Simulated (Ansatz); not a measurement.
This cell of CaF2 (fluorite) is off equilibrium:

```yaml
crystal:
  lattice:
    - [0.00000, 5.51096, 5.51096]
    - [2.75548, 2.75548, 5.51096]
    - [2.75548, 2.75548, 0.00000]
  atoms:
    - { symbol: Ca, position: [0.99601, 0.00399, 0.00399] }
    - { symbol: Ca, position: [0.50399, 0.99601, 0.99601] }
    - { symbol: F, position: [0.97278, 0.27722, 0.22278] }
    - { symbol: F, position: [0.52722, 0.22278, 0.27722] }
    - { symbol: F, position: [0.97278, 0.77722, 0.72278] }
    - { symbol: F, position: [0.52722, 0.72278, 0.77722] }
```

Calculation: PBE (plane waves to 420 eV, PAW, scalar-relativistic; Ansatz, a first-principles code). k mesh 10×10×10 (Γ-centred), Fermi-Dirac smearing 0.05 eV. Stress and pressure are positive under compression. CaF2 was relaxed with its symmetry unable to fall.

### Question
Predict the force on every atom, in eV/Å.

### Answer
```
atom      Fx      Fy     Fz
----  ------  ------  -----
Ca1   -0.361   0.000  0.000
Ca2    0.361   0.000  0.000
F3     0.000   1.141  0.000
F4     0.000  -1.141  0.000
F5     0.000   1.141  0.000
F6     0.000  -1.141  0.000
```

### Question
What is the stress tensor (GPa)?

### Answer
```
   0.63     0.00     0.00
   0.00     3.19     0.00
   0.00     0.00     1.20
```
The pressure, a third of the trace, is 1.67 GPa.

(For displaced atoms, the force is minus the slope of the energy, and its curvature is a force constant, which sets phonon frequencies.)
